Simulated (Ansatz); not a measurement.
Runs of Ansatz 0.2.0 on MoS2. The cell holds a slab with vacuum, 3 atoms: a = 3.184 Å, b = 3.184 Å, c = 17.335 Å, α = 90.00°, β = 90.00°, γ = 120.00°. 

```csv
level,gap on the mesh (eV),relaxed volume (Å³/atom)
PBE+D4,1.98,(a)
PBE+D3(BJ),1.30,19.14
PBE,1.79,50.75
PBE+D3(BJ)-ATM,1.98,(b)
```

Alike in all rows: task relaxation of cell and atoms; potentials or basis Ansatz PAW; no spin polarisation; cell relaxed; k mesh 10 × 10 × 2; cutoff (eV) 420; smearing fermi-dirac 0.05 eV.

Question: Estimate the missing entries.

Answer: (a) 49.79; (b) 49.81.

Caveats: the plane-wave basis is chosen anew once the cell has moved, so the energies of steps on either side of that aren't comparable; the volume moved by over 15 % at a fixed basis, so the end points are rough (some runs).

A k mesh can miss the band edges, and the runs leave out spin-orbit coupling on Mo.
